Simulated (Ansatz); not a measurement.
**NiO in Ansatz: the effect of Hubbard term**

Crystal: NiO.

```
Ni O
1.0
     0.00000    2.08590    2.08590
     2.08590    0.00000    2.08590
     2.08590    2.08590    0.00000
Ni O
1 1
Direct
  0.00000 0.00000 0.00000
  0.50000 0.50000 0.50000
```

Alike in all runs:

- Program: Ansatz 0.2.0
- Task: projected density of states
- Functional: PBE
- Potentials or basis: Ansatz PAW
- Cutoff: 420 eV (not typed: the program's choice for these potentials)
- k mesh: 11 × 11 × 11
- Occupations: fermi-dirac, width 0.05 eV
- Spin: collinear spin, ferromagnetic start
- Starting moments: [1.0, 0.0] μB
- Hubbard projectors: ortho-atomic (the default)
- Double counting: fll (the default)

Question: One run gave: gap on the mesh none; pressure 5.7 GPa. Which Hubbard term did it use?
A. none
B. Ni d U = 2 eV
C. Ni d U = 8 eV
D. Ni d U = 5 eV
E. Ni d U = 6 eV

Answer: A.

```tsv
Hubbard term	gap on the mesh (eV)	pressure (GPa)
none	none	5.7
Ni d U = 1 eV	none	9.4
Ni d U = 2 eV	0.32	10.6
Ni d U = 3 eV	0.79	11.4
Ni d U = 4 eV	1.25	12.3
Ni d U = 5 eV	1.70	13.2
Ni d U = 6 eV	2.16	14.1
Ni d U = 8 eV	2.44	16.2
```

Caveats: a cell with one magnetic atom can't hold antiferromagnetic order, which such compounds often take; the density of states is complete only up to the lowest level of the last band computed; the magnetic or orbital state may not be the lowest (some runs); odd divisions of the mesh miss points on the zone boundary, where band edges often lie, so the gap on the mesh can be too wide (some runs); semilocal functionals often make such compounds metallic where correlation or magnetic order opens a gap, which also shifts bond lengths (some runs).

A k mesh can miss the band edges.

A gap of «none» marks a metal or a gap under the smearing width.
